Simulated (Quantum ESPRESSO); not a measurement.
# MgO (Fm-3m) in Quantum ESPRESSO: further runs

One crystal, MgO, is run at these levels: LDA, PBEsol, PBE, RPBE; tasks: band structure.

Everything below comes from runs of Quantum ESPRESSO 7.5. Logs are shortened: lines on timing, memory, paths and dates and some standing lists are left out, and cuts for length are marked.

**The experiment to reproduce.**

From “Electronic structure of alkaline earth and post-transition metal oxides”, 2009, arxiv:0908.1581, for a bulk crystal of MgO: band gap 7.83 eV.

The results are compared with them further down.

## Step 1: Starting point

It takes space group Fm-3m (No. 225, cubic). Conventional cell: a = 4.194 Å, b = 4.194 Å, c = 4.194 Å, α = 90.00°, β = 90.00°, γ = 90.00°. Mg (site symmetry m-3m) is surrounded by 6 O at 2.10 Å. O (site symmetry m-3m) has 6 Mg at 2.10 Å as nearest neighbours.

The cell is a database's computed one.

## Step 2: Band structure, LDA

The input, pw.in:

```
&CONTROL
  calculation = 'scf'
  prefix = 'pwscf'
  outdir = './tmp'
  pseudo_dir = './pseudo'
  tprnfor = .true.
  tstress = .true.
  disk_io = 'low'
/
&SYSTEM
  ibrav = 0
  nat = 2
  ntyp = 2
  ecutwfc = 88
  nbnd = 14
  input_dft = 'pz'
  occupations = 'smearing'
  smearing = 'fd'
  degauss = 0.00367493
/
&ELECTRONS
  conv_thr = 4d-10
  electron_maxstep = 120
  mixing_beta = 0.5
/
ATOMIC_SPECIES
Mg    24.3050 Mg_ONCV_PBE-1.2.upf
O     15.9990 O_ONCV_PBE-1.2.upf
CELL_PARAMETERS angstrom
   0.0000000000    2.0970013927    2.0970013927
   2.0970013927    0.0000000000    2.0970013927
   2.0970013927    2.0970013927    0.0000000000
ATOMIC_POSITIONS angstrom
Mg     0.0000000000    0.0000000000    0.0000000000
O      2.0970013927    2.0970013927    2.0970013927
K_POINTS automatic
11 11 11 0 0 0
```

The input, bands.in:

```
&CONTROL
  calculation = 'bands'
  prefix = 'pwscf'
  outdir = './tmp'
  pseudo_dir = './pseudo'
  disk_io = 'low'
  verbosity = 'high'
/
&SYSTEM
  ibrav = 0
  nat = 2
  ntyp = 2
  ecutwfc = 88
  nbnd = 14
  input_dft = 'pz'
  occupations = 'smearing'
  smearing = 'fd'
  degauss = 0.00367493
/
&ELECTRONS
  conv_thr = 1d-08
  electron_maxstep = 120
  mixing_beta = 0.5
  diago_full_acc = .true.
  startingwfc = 'random'
/
ATOMIC_SPECIES
Mg    24.3050 Mg_ONCV_PBE-1.2.upf
O     15.9990 O_ONCV_PBE-1.2.upf
CELL_PARAMETERS angstrom
   0.0000000000    2.0970013927    2.0970013927
   2.0970013927    0.0000000000    2.0970013927
   2.0970013927    2.0970013927    0.0000000000
ATOMIC_POSITIONS angstrom
Mg     0.0000000000    0.0000000000    0.0000000000
O      2.0970013927    2.0970013927    2.0970013927
K_POINTS crystal
60
 0.0000000000  0.0000000000  0.0000000000 1
 0.0625000000  0.0000000000  0.0625000000 1
 0.1250000000  0.0000000000  0.1250000000 1
 0.1875000000  0.0000000000  0.1875000000 1
 0.2500000000  0.0000000000  0.2500000000 1
 0.3125000000  0.0000000000  0.3125000000 1
 0.3750000000  0.0000000000  0.3750000000 1
 0.4375000000  0.0000000000  0.4375000000 1
 0.5000000000  0.0000000000  0.5000000000 1
 0.5000000000  0.0625000000  0.5625000000 1
 0.5000000000  0.1250000000  0.6250000000 1
 0.5000000000  0.1875000000  0.6875000000 1
 0.5000000000  0.2500000000  0.7500000000 1
 0.4375000000  0.3125000000  0.7500000000 1
 0.3750000000  0.3750000000  0.7500000000 1
 0.3375000000  0.3375000000  0.6750000000 1
 0.3000000000  0.3000000000  0.6000000000 1
 0.2625000000  0.2625000000  0.5250000000 1
 0.2250000000  0.2250000000  0.4500000000 1
 0.1875000000  0.1875000000  0.3750000000 1
 0.1500000000  0.1500000000  0.3000000000 1
 0.1125000000  0.1125000000  0.2250000000 1
 0.0750000000  0.0750000000  0.1500000000 1
 0.0375000000  0.0375000000  0.0750000000 1
 0.0000000000  0.0000000000  0.0000000000 1
 0.0625000000  0.0625000000  0.0625000000 1
 0.1250000000  0.1250000000  0.1250000000 1
 0.1875000000  0.1875000000  0.1875000000 1
 0.2500000000  0.2500000000  0.2500000000 1
 0.3125000000  0.3125000000  0.3125000000 1
 0.3750000000  0.3750000000  0.3750000000 1
 0.4375000000  0.4375000000  0.4375000000 1
 0.5000000000  0.5000000000  0.5000000000 1
 0.5250000000  0.4500000000  0.5250000000 1
 0.5500000000  0.4000000000  0.5500000000 1
 0.5750000000  0.3500000000  0.5750000000 1
 0.6000000000  0.3000000000  0.6000000000 1
 0.6250000000  0.2500000000  0.6250000000 1
 0.5833333333  0.2500000000  0.6666666667 1
 0.5416666667  0.2500000000  0.7083333333 1
 0.5000000000  0.2500000000  0.7500000000 1
 0.5000000000  0.2857142857  0.7142857143 1
 0.5000000000  0.3214285714  0.6785714286 1
 0.5000000000  0.3571428571  0.6428571429 1
 0.5000000000  0.3928571429  0.6071428571 1
 0.5000000000  0.4285714286  0.5714285714 1
 0.5000000000  0.4642857143  0.5357142857 1
 0.5000000000  0.5000000000  0.5000000000 1
 0.4821428571  0.4821428571  0.5357142857 1
 0.4642857143  0.4642857143  0.5714285714 1
 0.4464285714  0.4464285714  0.6071428571 1
 0.4285714286  0.4285714286  0.6428571429 1
 0.4107142857  0.4107142857  0.6785714286 1
 0.3928571429  0.3928571429  0.7142857143 1
 0.3750000000  0.3750000000  0.7500000000 1
 0.6250000000  0.2500000000  0.6250000000 1
 0.5937500000  0.1875000000  0.5937500000 1
 0.5625000000  0.1250000000  0.5625000000 1
 0.5312500000  0.0625000000  0.5312500000 1
 0.5000000000  0.0000000000  0.5000000000 1
```

Potentials or basis: SG15 PBE 1.2.

The run is started by

```
OMP_NUM_THREADS=1 pw.x -in pw.in > pw.out
OMP_NUM_THREADS=1 pw.x -in bands.in > bands.out
```

pw.out:

```text
This program is part of the open-source Quantum ESPRESSO suite
     for quantum simulation of materials; please cite
         "P. Giannozzi et al., J. Phys.:Condens. Matter 21 395502 (2009);
         "P. Giannozzi et al., J. Phys.:Condens. Matter 29 465901 (2017);
         "P. Giannozzi et al., J. Chem. Phys. 152 154105 (2020);
     in publications or presentations arising from this work. More details at

     IMPORTANT: XC functional enforced from input :
     Exchange-correlation= PZ
                           (   1   1   0   0   0   0   0)
     Any further DFT definition will be discarded
     Please, verify this is what you really want

     Message from routine setup:
     using ibrav=0 with symmetry is DISCOURAGED, use correct ibrav instead

     G-vector sticks info
     --------------------
     sticks:   dense  smooth     PW     G-vecs:    dense   smooth      PW
     Sum         757     757    241                13851    13851    2421

     Using Slab Decomposition

     bravais-lattice index     =            0
     lattice parameter (alat)  =       5.6042  a.u.
     unit-cell volume          =     124.4580 (a.u.)^3
     number of atoms/cell      =            2
     number of atomic types    =            2
     number of electrons       =        16.00
     number of Kohn-Sham states=           14
     kinetic-energy cutoff     =      88.0000  Ry
     charge density cutoff     =     352.0000  Ry
     scf convergence threshold =      4.0E-10
     mixing beta               =       0.5000
     number of iterations used =            8  plain     mixing
     Exchange-correlation= PZ
                           (   1   1   0   0   0   0   0)

     celldm(1)=   5.604187  celldm(2)=   0.000000  celldm(3)=   0.000000
     celldm(4)=   0.000000  celldm(5)=   0.000000  celldm(6)=   0.000000

     crystal axes: (cart. coord. in units of alat)
               a(1) = (   0.000000   0.707107   0.707107 )
               a(2) = (   0.707107   0.000000   0.707107 )
               a(3) = (   0.707107   0.707107   0.000000 )

     reciprocal axes: (cart. coord. in units 2 pi/alat)
               b(1) = ( -0.707107  0.707107  0.707107 )
               b(2) = (  0.707107 -0.707107  0.707107 )
               b(3) = (  0.707107  0.707107 -0.707107 )

     PseudoPot. # 1 for Mg read from file:
     Mg_ONCV_PBE-1.2.upf
     Pseudo is Norm-conserving, Zval = 10.0
     Generated using ONCVPSP code by D. R. Hamann
     Using radial grid of  602 points,  4 beta functions with:
                l(1) =   0
                l(2) =   0
                l(3) =   1
                l(4) =   1

     PseudoPot. # 2 for O  read from file:
     O_ONCV_PBE-1.2.upf
     Pseudo is Norm-conserving, Zval =  6.0
     Generated using ONCVPSP code by D. R. Hamann
     Using radial grid of  602 points,  4 beta functions with:
                l(1) =   0
                l(2) =   0
                l(3) =   1
                l(4) =   1

     atomic species   valence    mass     pseudopotential
     Mg               10.00    24.30500     Mg( 1.00)
     O                 6.00    15.99900     O ( 1.00)

     48 Sym. Ops., with inversion, found

   Cartesian axes

     site n.     atom                  positions (alat units)
         1        Mg     tau(   1) = (   0.0000000   0.0000000   0.0000000  )
         2        O      tau(   2) = (   0.7071068   0.7071068   0.7071068  )

     number of k points=    56  Fermi-Dirac smearing, width (Ry)=  0.0037
                       cart. coord. in units 2pi/alat
        k(    1) = (   0.0000000   0.0000000   0.0000000), wk =   0.0015026
        k(    2) = (   0.0642824   0.0642824  -0.0642824), wk =   0.0120210
        k(    3) = (   0.1285649   0.1285649  -0.1285649), wk =   0.0120210
        k(    4) = (   0.1928473   0.1928473  -0.1928473), wk =   0.0120210
        k(    5) = (   0.2571297   0.2571297  -0.2571297), wk =   0.0120210
        k(    6) = (   0.3214122   0.3214122  -0.3214122), wk =   0.0120210
[... 48 lines left out ...]
        k(   55) = (  -0.0642824  -0.4499770   0.7071068), wk =   0.0360631
        k(   56) = (   0.0000000  -0.3856946   0.6428243), wk =   0.0360631

     Dense  grid:    13851 G-vectors     FFT dimensions: (  36,  36,  36)

     Initial potential from superposition of free atoms

     starting charge      15.9336, renormalised to      16.0000
     Starting wfcs are random

     Self-consistent Calculation

     iteration #  1     ecut=    88.00 Ry     beta= 0.50
     Davidson diagonalization with overlap
     ethr =  1.00E-02,  avg # of iterations =  7.4

     total energy              =    -140.32116462 Ry
     estimated scf accuracy    <       0.26000275 Ry

     iteration #  2     ecut=    88.00 Ry     beta= 0.50
     Davidson diagonalization with overlap
     ethr =  1.63E-03,  avg # of iterations =  2.0
[... 36 lines left out ...]
     total energy              =    -140.39654164 Ry
     estimated scf accuracy    <          4.9E-09 Ry

     iteration #  8     ecut=    88.00 Ry     beta= 0.50
     Davidson diagonalization with overlap
     ethr =  3.08E-11,  avg # of iterations =  1.9

     End of self-consistent calculation

          k = 0.0000 0.0000 0.0000 (  1807 PWs)   bands (ev):

   -63.1100 -29.7574 -29.7574 -29.7574  -8.6977   8.6522   8.6522   8.6522
    13.2180  24.2539  24.2539  24.2539  28.2158  30.0344

          k = 0.0643 0.0643-0.0643 (  1762 PWs)   bands (ev):

   -63.1090 -29.7655 -29.7582 -29.7582  -8.6021   8.0687   8.5931   8.5931
    13.7742  23.1668  24.4583  24.4583  29.3772  29.3772

          k = 0.1286 0.1286-0.1286 (  1754 PWs)   bands (ev):
[... 96 lines left out ...]
   -63.0992 -29.8417 -29.7882 -29.7696  -7.2641   4.4694   6.8526   7.8826
    17.7362  20.7879  22.5291  25.5741  29.3784  29.9542

          k =-0.0643-0.3214 0.3214 (  1738 PWs)   bands (ev):

   -63.1008 -29.8285 -29.7859 -29.7654  -7.5169   4.9907   7.0368   8.0649
    17.4477  20.4275  23.1043  25.8696  28.0597  29.9020

          k = 0.0000-0.2571 0.2571 (  1743 PWs)   bands (ev):

   -63.1032 -29.8121 -29.7783 -29.7618  -7.8486   5.6637   7.4918   8.2601
    16.5978  20.5406  23.9396  26.4691  26.4820  29.7851

          k = 0.3857 0.0000-0.0000 (  1728 PWs)   bands (ev):

   -63.1022 -29.8088 -29.7763 -29.7763  -7.7766   5.6535   7.7897   7.7897
    16.9903  19.2374  23.4371  26.2047  26.2047  32.2767

          k = 0.4500 0.0643-0.0643 (  1724 PWs)   bands (ev):
[... 36 lines left out ...]
   -63.0969 -29.8342 -29.8018 -29.7856  -7.0704   4.7610   6.4262   7.3895
    18.2395  19.4633  21.3914  26.9198  26.9211  34.9297

          k =-0.0000-0.5143 0.5143 (  1734 PWs)   bands (ev):

   -63.0970 -29.8248 -29.8157 -29.7812  -7.0453   5.1535   5.6559   7.5016
    18.6445  20.4497  21.0381  26.5415  26.8748  33.1007

          k = 0.6428-0.0000 0.0000 (  1732 PWs)   bands (ev):

   -63.0969 -29.8407 -29.7900 -29.7900  -7.1084   4.4924   7.2804   7.2804
    17.6011  18.3338  21.7183  27.4673  27.4673  34.1235

          k =-0.0000-0.6428 0.6428 (  1732 PWs)   bands (ev):

   -63.0967 -29.8401 -29.7943 -29.7895  -7.0646   4.5272   6.9891   7.2855
    17.7720  18.6134  21.6378  27.2972  27.3743  34.3179

          k = 0.2571 0.1286 0.0000 (  1751 PWs)   bands (ev):

   -63.1052 -29.7952 -29.7701 -29.7627  -8.1249   6.3773   7.9834   8.2880
    15.7568  20.8021  24.6655  25.5900  26.4143  30.2343

          k = 0.3214 0.1928-0.0643 (  1737 PWs)   bands (ev):

   -63.1027 -29.8159 -29.7764 -29.7652  -7.7897   5.4974   7.5961   8.1123
    16.7329  20.3093  23.8928  25.8083  26.9305  30.4992

          k = 0.3857 0.2571-0.1286 (  1736 PWs)   bands (ev):
[... 26 lines left out ...]
   -63.0980 -29.8381 -29.7972 -29.7767  -7.1307   4.6302   6.3947   7.5890
    18.4621  20.7233  21.6257  25.4840  28.7340  30.8033

          k =-0.0643-0.3214 0.4500 (  1743 PWs)   bands (ev):

   -63.0989 -29.8329 -29.7968 -29.7728  -7.2499   4.8169   6.4749   7.7334
    18.4054  20.3446  21.9826  25.6403  28.9286  29.9664

          k = 0.0000-0.2571 0.3857 (  1730 PWs)   bands (ev):

   -63.1005 -29.8249 -29.7890 -29.7683  -7.5006   5.1217   6.9296   7.9371
    17.7792  20.0519  22.8018  25.9250  27.6082  30.4911

          k = 0.5143 0.1286 0.0000 (  1727 PWs)   bands (ev):

   -63.0987 -29.8298 -29.7887 -29.7832  -7.3106   4.8854   7.1644   7.4233
    18.4223  18.5923  21.8852  26.4082  27.3351  33.4112

          k =-0.1286-0.5143 0.6428 (  1730 PWs)   bands (ev):

   -63.0975 -29.8326 -29.7977 -29.7853  -7.1336   4.8253   6.5863   7.2990
    18.6255  19.4759  21.3827  25.8923  27.8676  33.2816

          k =-0.0643-0.4500 0.5785 (  1731 PWs)   bands (ev):

   -63.0971 -29.8280 -29.8096 -29.7834  -7.0530   5.0539   5.8929   7.3422
    18.9236  20.4475  20.9890  25.4044  28.1716  32.2597

          k = 0.0000-0.3857 0.5143 (  1736 PWs)   bands (ev):

   -63.0976 -29.8252 -29.8124 -29.7784  -7.0978   5.1601   5.7307   7.5084
    19.1029  20.4872  21.1433  25.4393  28.7395  30.5538

          k =-0.0643-0.5785 0.7071 (  1727 PWs)   bands (ev):

   -63.0969 -29.8372 -29.7940 -29.7904  -7.0840   4.6354   6.9597   7.1511
    18.1160  18.8265  21.5309  26.5351  27.7987  34.4602

          k =-0.0000-0.5143 0.6428 (  1729 PWs)   bands (ev):
[... 11 lines left out ...]
   -63.0973 -29.8281 -29.8068 -29.7840  -7.0730   5.0538   6.0129   7.2281
    19.3927  20.2759  21.0319  24.8778  29.4016  30.6287

          k =-0.0643-0.4500 0.7071 (  1726 PWs)   bands (ev):

   -63.0968 -29.8278 -29.8049 -29.7909  -7.0364   5.0436   6.2253   6.9437
    19.2985  19.9511  20.9522  24.8608  28.9140  32.3504

          k = 0.0000-0.3857 0.6428 (  1738 PWs)   bands (ev):

   -63.0968 -29.8191 -29.8154 -29.7902  -7.0141   5.4456   5.6527   6.9406
    19.7692  20.4810  20.6050  24.3112  29.6903  31.0642

     the Fermi energy is    10.6698 ev

!    total energy              =    -140.39654164 Ry
     estimated scf accuracy    <          7.2E-11 Ry
     smearing contrib. (-TS)   =       0.00000000 Ry
     internal energy E=F+TS    =    -140.39654164 Ry

     The total energy is F=E-TS. E is the sum of the following terms:
     one-electron contribution =     -55.63771025 Ry
     hartree contribution      =      31.09142890 Ry
     xc contribution           =     -20.67549460 Ry
     ewald contribution        =     -95.17476569 Ry

     convergence has been achieved in   8 iterations

     Forces acting on atoms (cartesian axes, Ry/au):

     atom    1 type  1   force =    -0.00000000    0.00000000    0.00000000
     atom    2 type  2   force =     0.00000000    0.00000000   -0.00000000

     Total force =     0.000000     Total SCF correction =     0.000000

     Computing stress (Cartesian axis) and pressure

          total   stress  (Ry/bohr**3)                   (kbar)     P=      -34.59
  -0.00023511   0.00000000   0.00000000          -34.59        0.00        0.00
   0.00000000  -0.00023511   0.00000000            0.00      -34.59        0.00
   0.00000000   0.00000000  -0.00023511            0.00        0.00      -34.59

=------------------------------------------------------------------------------=
   JOB DONE.
=------------------------------------------------------------------------------=
```

It took 28 s on 1 thread of Arm Neoverse V2, shared host; peak memory 0.09 GiB.

Results:

* Free energy: -1910.1923 eV
* Pressure: -3.5 GPa
* Band gap on the k mesh: 4.57 eV, direct
* Band gap along the path: 4.57 eV, direct

Levels at the corners of the path, in eV from the valence-band top:
```csv
point,band 5,band 6,band 7,band 8,band 9,band 10,band 11,band 12
Γ,-17.35,0.00,0.00,0.00,4.57,15.60,15.60,15.60
X,-15.73,-4.21,-1.40,-1.40,8.88,9.68,13.08,18.88
W,-15.65,-3.06,-3.06,-1.87,11.55,11.55,11.94,15.37
K,-15.69,-3.61,-2.83,-1.19,9.90,11.57,12.48,18.00
Γ,-17.35,0.00,0.00,0.00,4.57,15.60,15.60,15.60
L,-15.95,-4.82,-0.68,-0.68,7.73,12.57,16.12,16.12
U,-15.69,-3.61,-2.83,-1.19,9.90,11.57,12.48,18.00
W,-15.65,-3.06,-3.06,-1.87,11.55,11.55,11.94,15.37
L,-15.95,-4.82,-0.68,-0.68,7.73,12.57,16.12,16.12
K,-15.69,-3.61,-2.83,-1.19,9.90,11.57,12.48,18.00
U,-15.69,-3.61,-2.83,-1.19,9.90,11.57,12.48,18.00
X,-15.73,-4.21,-1.40,-1.40,8.88,9.68,13.08,18.88
```

Caveat: the potentials were made for another functional, which shifts forces and pressure.

## Step 3: Band structure, PBEsol

Changes to pw.in since step 2:

```diff
@@ -15,3 +15,3 @@
   nbnd = 14
-  input_dft = 'pz'
+  input_dft = 'pbesol'
   occupations = 'smearing'
```

The input, pp_density.in:

```
&INPUTPP
  prefix = 'pwscf'
  outdir = './tmp'
  filplot = 'density.dat'
  plot_num = 0
/
&PLOT
  nfile = 1
  filepp(1) = 'density.dat'
  iflag = 3
  output_format = 6
  fileout = 'density.cube'
/
```

The input, pp_potential.in:

```
&INPUTPP
  prefix = 'pwscf'
  outdir = './tmp'
  filplot = 'potential.dat'
  plot_num = 11
/
&PLOT
  nfile = 1
  filepp(1) = 'potential.dat'
  iflag = 3
  output_format = 6
  fileout = 'potential.cube'
/
```

The input, pp_elf.in:

```
&INPUTPP
  prefix = 'pwscf'
  outdir = './tmp'
  filplot = 'elf.dat'
  plot_num = 8
/
&PLOT
  nfile = 1
  filepp(1) = 'elf.dat'
  iflag = 3
  output_format = 6
  fileout = 'elf.cube'
/
```

Changes to bands.in since step 2:

```diff
@@ -14,3 +14,3 @@
   nbnd = 14
-  input_dft = 'pz'
+  input_dft = 'pbesol'
   occupations = 'smearing'
```

Potentials or basis: SG15 PBE 1.2.

The run is started by

```
OMP_NUM_THREADS=1 pw.x -in pw.in > pw.out
OMP_NUM_THREADS=1 pp.x -in pp_density.in > pp_density.out
OMP_NUM_THREADS=1 pp.x -in pp_potential.in > pp_potential.out
OMP_NUM_THREADS=1 pp.x -in pp_elf.in > pp_elf.out
OMP_NUM_THREADS=1 pw.x -in bands.in > bands.out
```

Run time: 30 s. Hardware: 1 thread of Arm Neoverse V2, shared host; peak memory 0.09 GiB.

Results (log left out):

```yaml
Free_energy: -1912.3199 eV
Pressure: 3.5 GPa
Band_gap_on_the_k_mesh: 4.74 eV, direct
Band_gap_along_the_path: 4.74 eV, direct
```

Levels at the corners of the path, in eV from the valence-band top:
```csv
point,band 5,band 6,band 7,band 8,band 9,band 10,band 11,band 12
Γ,-17.32,0.00,0.00,0.00,4.74,15.79,15.79,15.79
X,-15.72,-4.17,-1.38,-1.38,8.98,10.04,13.13,19.09
W,-15.65,-3.03,-3.03,-1.82,11.61,11.61,12.28,15.61
K,-15.69,-3.57,-2.78,-1.17,10.02,11.86,12.53,18.24
Γ,-17.32,0.00,0.00,0.00,4.74,15.79,15.79,15.79
L,-15.94,-4.74,-0.67,-0.67,7.83,12.67,16.37,16.37
U,-15.69,-3.57,-2.78,-1.17,10.02,11.86,12.53,18.24
W,-15.65,-3.03,-3.03,-1.82,11.61,11.61,12.28,15.61
L,-15.94,-4.74,-0.67,-0.67,7.83,12.67,16.37,16.37
K,-15.69,-3.57,-2.78,-1.17,10.02,11.86,12.53,18.24
U,-15.69,-3.57,-2.78,-1.17,10.02,11.86,12.53,18.24
X,-15.72,-4.17,-1.38,-1.38,8.98,10.04,13.13,19.09
```

Caveat: the potentials were made for another functional, which shifts forces and pressure.

(Continued in part 2 of 2.)
